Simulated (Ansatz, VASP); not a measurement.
## HfO2 in VASP and in Ansatz

```xyz
3
Lattice="0.0000 2.5488 2.5488 2.5870 0.0000 2.5488 2.5870 2.5488 0.0000" Properties=species:S:1:pos:R:3 pbc="T T T"
Hf    0.0000    0.0000    0.0000
O     1.2935    1.2744    1.2744
O     3.8806    3.8232    3.8232
```

Change from the starting cell: strain +0.0150 x Voigt [1, 0, 0, 0, 0, 0], atoms carried along.

Alike in both runs: task single point; functional PBE; k mesh 8 × 8 × 8; occupations gaussian, width 0.05 eV; no spin polarisation.

```csv
,VASP,Ansatz
version,VASP 6.6.1,Ansatz 0.2.0
potentials or method,"VASP PAW PBE potentials, release 64 (Hf_pv, O)","scalar-relativistic, plane waves, PAW"
plane-wave cutoff (eV),520,420
valence electrons in the cell,22,38
```

|  | VASP | Ansatz | Ansatz less VASP |
| --- | --- | --- | --- |
| gap on the k mesh at the Fermi level (eV) | 3.65 | 3.65 | -0.006 |
| least direct gap on the mesh (eV) | 3.65 | 3.65 | -0.006 |
| pressure (GPa) | -7.0 | -3.5 | +3.49 |
| largest component of the traceless stress (GPa) | 4.47 | 4.40 | -0.079 |

The two sets of potentials don't hold the same shells in valence.

Caveats: spin-orbit coupling is left out, which moves the levels of the heavy elements. A k mesh can miss the band edges.
